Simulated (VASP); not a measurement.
Cu3Au (Auricupride):

```
Au Cu
1.0
     3.74000    0.00000    0.00000
     0.00000    3.74000    0.00000
     0.00000    0.00000    3.74000
Au Cu
1 3
Direct
  0.00000 0.00000 0.00000
  0.50000 0.50000 0.00000
  0.50000 0.00000 0.50000
  0.00000 0.50000 0.50000
```

* Program: VASP 6.6.1
* Task: relaxation of cell and atoms
* Functional: LDA
* Potentials or basis: VASP PAW LDA potentials, release 64 (Au, Cu)
* Cutoff: 600 eV
* k mesh: 7 × 7 × 7
* Occupations: fermi-dirac, width 0.05 eV
* Spin: no spin polarisation

At the start: pressure -8.4 GPa; volume 13.08 Å³/atom.

Task: Where does the relaxation end?

Result: Over 3 steps the energy falls by 18.5 meV/atom and the volume is 12.42 Å³/atom (-5.0 %); space group Pm-3m (No. 221, to 0.05 Å).

The path:
```
step  energy change (eV)  largest force (eV/Å)  pressure (GPa)  volume (Å³)
   1              0.0000                0.0000           -8.39        52.31
   2             -0.0016                0.0000           10.37        47.30
   3             -0.0741                0.0000           -0.04        49.67
```

Final structure:
```yaml
crystal:
  lattice:
    - [3.67598, 0.00000, 0.00000]
    - [0.00000, 3.67598, 0.00000]
    - [0.00000, 0.00000, 3.67598]
  atoms:
    - { symbol: Au, position: [0.00000, 0.00000, 0.00000] }
    - { symbol: Cu, position: [0.50000, 0.50000, 0.00000] }
    - { symbol: Cu, position: [0.50000, 0.00000, 0.50000] }
    - { symbol: Cu, position: [0.00000, 0.50000, 0.50000] }
```
